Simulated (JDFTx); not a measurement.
# Mo: equation of state with PBEsol

The system is Mo.

```
CELL_PARAMETERS angstrom
-1.58381 1.58381 1.58381
1.58381 -1.58381 1.58381
1.58381 1.58381 -1.58381
ATOMIC_POSITIONS crystal
Mo 0.00000 0.00000 0.00000
```

* Program: JDFTx 1.7.0 (patched build)
* Task: equation of state
* Functional: PBEsol
* Potentials or basis: PseudoDojo-SR-PBEsol-0.4.1-standard with smoothed tails
* Cutoff: 1088 eV
* Density cutoff: 4354 eV
* k mesh: 12 × 12 × 12
* Occupations: fermi-dirac, width 0.05 eV
* Spin: no spin polarisation

```
Equilibrium volume                      : 15.34 Å³/atom
Bulk modulus                            : 283 GPa
Pressure derivative of the bulk modulus : 4.3
```

Energy against volume, from the lowest point:
```
volume (Å³/atom)  energy (meV/atom)
          14.938               9.21
          15.256               0.00
          15.574               2.78
          15.892              16.29
          16.209              39.42
          16.527              71.17
          16.845             110.64
```
